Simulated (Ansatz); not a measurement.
Born–Oppenheimer molecular dynamics of a periodic cell of 36 atoms, Be (start crystal Be, start structure hcp, volume 1.05 times the crystal's). It goes on from the last frame of an earlier run, with new velocities.

These are results of DFT PBE, scalar-relativistic, plane waves, PAW (Ansatz 0.2.0), not measurements. Settings: cutoff 420 eV, k mesh 2x2x2, fermi-dirac smearing 0.36 eV, no spin polarisation.

```
ensemble        : NVT, Langevin thermostat
time step       : 0.75 fs
steps asked     : 90
set temperature : 2520 K
friction        : 0.02 /fs
seed            : 561345
```

Frames 1.5 fs apart, positions in Å, forces in eV/Å.

Velocities at 7.5 fs (Å/ps):

```
Be -7.71 -4.44 22.96
Be -8.50 -1.64 -38.04
Be 14.46 -19.55 -16.26
Be 5.06 -7.26 -9.21
Be 23.50 -16.58 -8.31
Be 25.64 -3.19 -13.08
Be 20.91 -4.03 -20.64
Be -9.48 12.95 13.91
Be -4.21 -2.06 9.82
Be -24.94 -0.65 26.82
Be -12.62 8.34 28.91
Be -7.42 8.96 -13.91
Be 6.11 -19.66 2.66
Be -50.63 12.12 -13.20
Be 39.90 13.65 -23.45
Be 19.35 14.34 -13.35
Be -5.97 -13.53 15.21
Be 5.30 -28.04 -15.92
Be -10.66 9.46 -14.90
Be 3.23 28.32 34.23
Be 8.85 10.61 -18.90
Be 9.98 8.12 13.13
Be -14.93 17.06 10.65
Be -26.98 -1.82 21.90
Be 1.05 25.24 -35.07
Be -14.14 -8.53 0.11
Be -29.62 -1.18 20.22
Be 1.20 -14.11 -6.67
Be 13.46 -18.28 11.44
Be -23.20 10.01 3.76
Be -23.59 -1.71 5.98
Be 5.33 0.25 -3.41
Be -9.37 -2.11 0.58
Be 26.72 -11.14 -11.61
Be 0.23 -23.60 40.47
Be 4.24 -1.37 8.58
```

```xyz
36
Lattice="6.9826 0.0000 0.0000 -3.4913 6.0471 0.0000 0.0000 0.0000 7.2945" Properties=species:S:1:pos:R:3:forces:R:3 time_fs=7.5 energy_less_start_eV=-3.953 T=3119
Be 0.326 -0.367 0.357 -2.41 1.98 -1.03
Be 0.248 1.491 2.078 -1.25 -0.11 -1.66
Be 0.149 -0.057 3.735 0.44 -0.39 -1.49
Be 0.468 0.924 6.078 0.78 0.71 -0.64
Be -1.063 1.496 0.196 0.33 0.54 0.24
Be -1.263 3.489 1.251 1.28 -0.78 0.63
Be -0.680 1.770 4.019 -0.73 -0.10 0.33
Be -1.911 2.897 5.164 -0.17 1.72 0.34
Be -2.341 4.167 -0.274 -0.44 -2.33 -0.86
Be -2.035 5.709 1.758 0.80 -2.04 2.01
Be -1.998 4.067 3.407 -1.31 -0.94 -0.61
Be -2.215 5.381 5.212 0.11 -2.66 1.08
Be 2.448 -0.328 -0.086 -0.21 0.70 -0.03
Be 2.353 1.291 1.667 -0.23 0.35 -0.27
Be 2.517 -0.363 3.540 0.25 1.53 -0.11
Be 2.741 0.626 5.442 -0.62 0.14 -1.62
Be 0.917 2.657 0.015 0.33 -0.93 1.47
Be 1.886 3.222 2.175 -0.69 -0.47 -3.22
Be 1.317 1.871 3.590 1.18 -0.18 1.01
Be 0.899 2.743 5.295 0.07 1.18 1.52
Be -0.445 3.946 -0.858 -0.58 -0.95 0.29
Be 0.235 5.752 1.579 0.12 0.20 0.93
Be -0.156 3.841 4.217 0.01 0.91 -0.91
Be 0.758 5.200 5.613 -1.28 -1.67 0.08
Be 5.276 -0.495 -0.057 -1.12 0.36 0.14
Be 4.887 1.492 2.202 1.84 -0.72 0.18
Be 4.590 -0.207 3.901 0.31 0.85 -2.91
Be 4.634 1.073 5.572 -1.64 1.53 1.00
Be 3.874 2.287 0.812 0.39 -0.20 -1.63
Be 3.824 4.048 1.709 -0.65 0.38 0.78
Be 3.308 1.978 3.341 0.90 0.63 1.38
Be 2.906 2.571 5.550 1.11 0.65 0.72
Be 2.701 3.668 0.162 -1.06 1.11 -0.52
Be 2.379 5.629 1.817 0.04 -0.59 1.16
Be 2.228 3.918 3.834 0.73 1.25 2.15
Be 2.426 5.955 5.328 3.36 -1.68 0.08
36
Lattice="6.9826 0.0000 0.0000 -3.4913 6.0471 0.0000 0.0000 0.0000 7.2945" Properties=species:S:1:pos:R:3:forces:R:3 time_fs=9.0 energy_less_start_eV=-4.233 T=3206
Be 0.313 -0.369 0.391 -2.02 2.06 -1.56
Be 0.234 1.488 2.016 -1.18 -0.02 -1.07
Be 0.170 -0.090 3.710 0.14 -0.13 -1.40
Be 0.479 0.917 6.068 0.90 0.72 -0.55
Be -1.026 1.468 0.183 0.06 0.76 0.27
Be -1.221 3.487 1.230 0.90 -0.72 0.78
Be -0.649 1.771 3.989 -1.18 0.00 0.57
Be -1.925 2.919 5.187 -0.01 1.25 0.22
Be -2.347 4.167 -0.262 -0.42 -2.24 -0.90
Be -2.074 5.705 1.803 1.07 -1.98 1.81
Be -2.019 4.078 3.456 -1.28 -0.71 -1.00
Be -2.227 5.383 5.191 0.48 -2.53 1.25
Be 2.459 -0.354 -0.083 -0.26 0.86 0.03
Be 2.279 1.310 1.650 0.39 -0.09 -0.50
Be 2.576 -0.344 3.511 -0.56 1.22 -0.04
Be 2.765 0.645 5.420 -1.02 -0.30 -1.44
Be 0.912 2.638 0.038 0.15 -0.91 1.49
Be 1.890 3.180 2.147 -0.61 0.31 -2.41
Be 1.305 1.887 3.570 0.95 -0.25 1.18
Be 0.905 2.784 5.347 0.18 0.92 0.80
Be -0.434 3.957 -0.885 -1.09 -1.33 0.84
Be 0.249 5.769 1.602 -0.07 0.26 0.75
Be -0.181 3.864 4.232 0.28 0.64 -0.73
Be 0.718 5.191 5.649 -0.55 -1.07 -0.49
Be 5.271 -0.455 -0.105 -0.93 0.20 0.95
Be 4.870 1.474 2.196 2.19 -0.82 0.51
Be 4.542 -0.211 3.925 0.83 0.75 -2.83
Be 4.637 1.055 5.559 -1.44 1.91 1.07
Be 3.893 2.264 0.827 -0.04 0.14 -1.78
Be 3.785 4.064 1.718 0.00 -0.12 0.78
Be 3.279 1.975 3.346 1.10 0.48 1.12
Be 2.921 2.571 5.547 1.04 0.70 0.79
Be 2.689 3.660 0.160 -1.01 1.07 -0.55
Be 2.421 5.619 1.796 -0.62 -0.36 1.21
Be 2.225 3.885 3.896 0.56 1.17 1.22
Be 2.437 5.951 5.340 3.06 -1.84 -0.42
36
Lattice="6.9826 0.0000 0.0000 -3.4913 6.0471 0.0000 0.0000 0.0000 7.2945" Properties=species:S:1:pos:R:3:forces:R:3 time_fs=10.5 energy_less_start_eV=-3.989 T=3049
Be 0.295 -0.362 0.425 -1.39 1.93 -2.24
Be 0.221 1.485 1.948 -1.13 0.10 -0.38
Be 0.186 -0.131 3.689 -0.19 0.17 -1.23
Be 0.490 0.910 6.056 1.07 0.78 -0.52
Be -0.989 1.435 0.165 -0.23 1.04 0.29
Be -1.182 3.487 1.208 0.65 -0.71 0.89
Be -0.625 1.778 3.959 -1.54 -0.02 0.74
Be -1.943 2.947 5.206 0.13 0.75 0.18
Be -2.348 4.159 -0.253 -0.54 -2.00 -0.82
Be -2.121 5.697 1.856 1.39 -1.75 1.51
Be -2.035 4.085 3.511 -1.36 -0.54 -1.55
Be -2.239 5.373 5.179 0.78 -2.32 1.44
Be 2.467 -0.381 -0.078 -0.30 1.02 0.14
Be 2.210 1.329 1.639 1.00 -0.76 -0.75
Be 2.628 -0.324 3.482 -1.45 0.93 0.02
Be 2.778 0.667 5.401 -1.35 -0.70 -1.30
Be 0.909 2.623 0.061 -0.01 -0.89 1.42
Be 1.890 3.138 2.117 -0.57 1.10 -1.72
Be 1.303 1.892 3.553 0.69 -0.36 1.25
Be 0.912 2.826 5.395 0.33 0.65 0.21
Be -0.429 3.966 -0.908 -1.65 -1.81 1.37
Be 0.263 5.794 1.626 -0.22 0.23 0.53
Be -0.211 3.881 4.242 0.66 0.46 -0.50
Be 0.674 5.184 5.689 0.15 -0.43 -1.22
Be 5.256 -0.415 -0.147 -0.75 0.01 1.79
Be 4.863 1.457 2.187 2.52 -0.89 0.87
Be 4.494 -0.218 3.938 1.51 0.64 -2.53
Be 4.640 1.033 5.548 -1.15 2.25 1.07
Be 3.912 2.246 0.843 -0.47 0.45 -1.93
Be 3.745 4.083 1.725 0.54 -0.66 0.81
Be 3.257 1.973 3.349 1.31 0.37 0.88
Be 2.941 2.569 5.547 0.91 0.78 0.85
Be 2.681 3.651 0.150 -0.99 1.06 -0.56
Be 2.463 5.616 1.773 -1.39 -0.08 1.40
Be 2.220 3.864 3.956 0.48 1.10 0.45
Be 2.457 5.936 5.353 2.57 -1.91 -0.87
36
Lattice="6.9826 0.0000 0.0000 -3.4913 6.0471 0.0000 0.0000 0.0000 7.2945" Properties=species:S:1:pos:R:3:forces:R:3 time_fs=12.0 energy_less_start_eV=-3.283 T=3034
Be 0.277 -0.349 0.459 -0.57 1.68 -3.03
Be 0.206 1.476 1.878 -1.13 0.27 0.34
Be 0.198 -0.172 3.666 -0.51 0.41 -0.84
Be 0.501 0.908 6.046 1.27 0.81 -0.54
Be -0.952 1.405 0.137 -0.55 1.36 0.31
Be -1.144 3.490 1.185 0.49 -0.73 1.00
Be -0.608 1.784 3.930 -1.80 -0.06 0.84
Be -1.958 2.974 5.223 0.25 0.30 0.14
Be -2.345 4.136 -0.247 -0.79 -1.65 -0.68
Be -2.172 5.687 1.918 1.76 -1.35 1.06
Be -2.055 4.095 3.561 -1.43 -0.48 -2.08
Be -2.241 5.355 5.175 0.93 -2.02 1.60
Be 2.472 -0.407 -0.072 -0.33 1.17 0.25
Be 2.145 1.349 1.625 1.57 -1.61 -0.95
Be 2.677 -0.309 3.449 -2.45 0.71 0.07
Be 2.780 0.689 5.385 -1.60 -1.02 -1.21
Be 0.907 2.617 0.085 -0.19 -0.87 1.25
Be 1.892 3.099 2.084 -0.56 1.89 -1.06
Be 1.307 1.893 3.550 0.38 -0.49 1.16
Be 0.924 2.870 5.434 0.43 0.39 -0.13
Be -0.434 3.974 -0.926 -2.09 -2.33 1.78
Be 0.275 5.826 1.646 -0.32 0.12 0.25
Be -0.247 3.892 4.243 1.06 0.33 -0.24
Be 0.628 5.183 5.725 0.70 0.13 -1.97
Be 5.234 -0.378 -0.187 -0.55 -0.14 2.61
Be 4.862 1.433 2.184 2.77 -0.88 1.15
Be 4.447 -0.226 3.939 2.35 0.53 -2.08
Be 4.634 1.011 5.536 -0.69 2.44 0.99
Be 3.930 2.231 0.857 -0.81 0.69 -1.99
Be 3.712 4.109 1.732 0.95 -1.38 0.78
Be 3.233 1.970 3.356 1.58 0.27 0.61
Be 2.967 2.569 5.546 0.74 0.85 0.92
Be 2.674 3.645 0.141 -0.94 1.05 -0.57
Be 2.503 5.610 1.758 -2.31 0.27 1.62
Be 2.211 3.845 4.017 0.46 1.13 -0.22
Be 2.487 5.912 5.362 1.92 -1.80 -1.15
36
Lattice="6.9826 0.0000 0.0000 -3.4913 6.0471 0.0000 0.0000 0.0000 7.2945" Properties=species:S:1:pos:R:3:forces:R:3 time_fs=13.5 energy_less_start_eV=-2.096 T=2763
Be 0.263 -0.333 0.486 0.35 1.42 -3.65
Be 0.192 1.465 1.815 -1.24 0.44 1.01
Be 0.211 -0.209 3.648 -0.95 0.68 -0.33
Be 0.520 0.906 6.036 1.40 0.77 -0.60
Be -0.913 1.384 0.113 -0.88 1.65 0.23
Be -1.110 3.494 1.165 0.41 -0.76 1.11
Be -0.594 1.796 3.908 -1.95 -0.14 0.88
Be -1.968 3.001 5.245 0.38 -0.09 0.07
Be -2.345 4.107 -0.235 -0.92 -1.28 -0.59
Be -2.219 5.680 1.990 1.98 -1.03 0.29
Be -2.078 4.111 3.610 -1.54 -0.61 -2.61
Be -2.244 5.330 5.174 1.06 -1.63 1.85
Be 2.486 -0.428 -0.070 -0.43 1.26 0.36
Be 2.078 1.367 1.613 2.22 -2.48 -1.15
Be 2.715 -0.299 3.409 -3.38 0.59 0.14
Be 2.780 0.716 5.367 -1.86 -1.43 -1.18
Be 0.912 2.614 0.109 -0.38 -0.86 0.98
Be 1.897 3.071 2.050 -0.58 2.56 -0.48
Be 1.315 1.887 3.550 0.10 -0.58 1.05
Be 0.925 2.909 5.460 0.61 0.06 -0.31
Be -0.438 3.972 -0.941 -2.47 -2.68 2.12
Be 0.288 5.861 1.661 -0.44 -0.06 -0.07
Be -0.286 3.906 4.240 1.47 0.22 0.03
Be 0.589 5.186 5.755 1.04 0.50 -2.54
Be 5.216 -0.339 -0.225 -0.36 -0.24 3.27
Be 4.858 1.405 2.190 3.03 -0.76 1.33
Be 4.402 -0.241 3.933 3.19 0.47 -1.62
Be 4.625 0.992 5.522 -0.17 2.58 0.85
Be 3.951 2.220 0.865 -1.09 0.80 -1.96
Be 3.674 4.130 1.735 1.44 -2.03 0.80
Be 3.214 1.960 3.358 1.80 0.23 0.40
Be 3.002 2.566 5.549 0.47 1.02 0.97
Be 2.668 3.639 0.132 -0.89 1.08 -0.59
Be 2.538 5.599 1.747 -3.27 0.71 1.90
Be 2.201 3.823 4.071 0.51 1.22 -0.74
Be 2.516 5.883 5.358 1.35 -1.59 -1.25
36
Lattice="6.9826 0.0000 0.0000 -3.4913 6.0471 0.0000 0.0000 0.0000 7.2945" Properties=species:S:1:pos:R:3:forces:R:3 time_fs=15.0 energy_less_start_eV=-0.700 T=2508
Be 0.254 -0.311 0.503 1.20 1.11 -4.11
Be 0.173 1.458 1.759 -1.34 0.56 1.66
Be 0.229 -0.252 3.635 -1.55 0.99 0.34
Be 0.541 0.907 6.026 1.50 0.72 -0.66
Be -0.880 1.370 0.091 -1.19 1.86 0.05
Be -1.077 3.497 1.150 0.35 -0.77 1.16
Be -0.590 1.811 3.891 -1.97 -0.24 0.87
Be -1.976 3.026 5.267 0.53 -0.43 -0.04
Be -2.349 4.069 -0.225 -0.96 -0.89 -0.48
Be -2.261 5.673 2.059 2.18 -0.70 -0.72
Be -2.101 4.121 3.651 -1.57 -0.85 -3.10
Be -2.240 5.301 5.173 1.16 -1.19 2.18
Be 2.500 -0.453 -0.073 -0.54 1.35 0.49
Be 2.018 1.380 1.594 2.77 -3.29 -1.23
Be 2.736 -0.290 3.367 -3.99 0.52 0.23
Be 2.777 0.742 5.353 -2.07 -1.78 -1.18
Be 0.911 2.606 0.137 -0.53 -0.77 0.59
Be 1.901 3.048 2.017 -0.60 3.10 0.07
Be 1.325 1.876 3.552 -0.17 -0.65 0.95
Be 0.922 2.945 5.484 0.81 -0.30 -0.41
Be -0.443 3.970 -0.960 -2.86 -3.00 2.47
Be 0.304 5.890 1.671 -0.56 -0.26 -0.40
Be -0.319 3.925 4.232 1.80 0.10 0.27
Be 0.553 5.190 5.776 1.30 0.80 -3.03
Be 5.189 -0.303 -0.259 -0.15 -0.26 3.82
Be 4.859 1.378 2.205 3.18 -0.60 1.41
Be 4.368 -0.254 3.928 3.79 0.43 -1.23
Be 4.612 0.976 5.511 0.37 2.62 0.69
Be 3.980 2.210 0.866 -1.30 0.85 -1.87
Be 3.635 4.149 1.741 2.01 -2.75 0.75
Be 3.204 1.946 3.361 1.93 0.24 0.21
Be 3.038 2.565 5.562 0.21 1.17 0.98
Be 2.656 3.636 0.122 -0.81 1.07 -0.55
Be 2.572 5.582 1.739 -4.30 1.28 2.17
Be 2.188 3.804 4.121 0.61 1.30 -1.16
Be 2.552 5.852 5.356 0.76 -1.34 -1.20
```

Of the whole run (68 fs, mean temperature of the second half 2640 K): A run of 0.068 ps of so small a system gives no equilibrium averages. Limits of this set-up: coarse k mesh.

The run took 12 min on 1 thread of Arm Neoverse V1, on a shared host, peak memory 0.66 GiB.
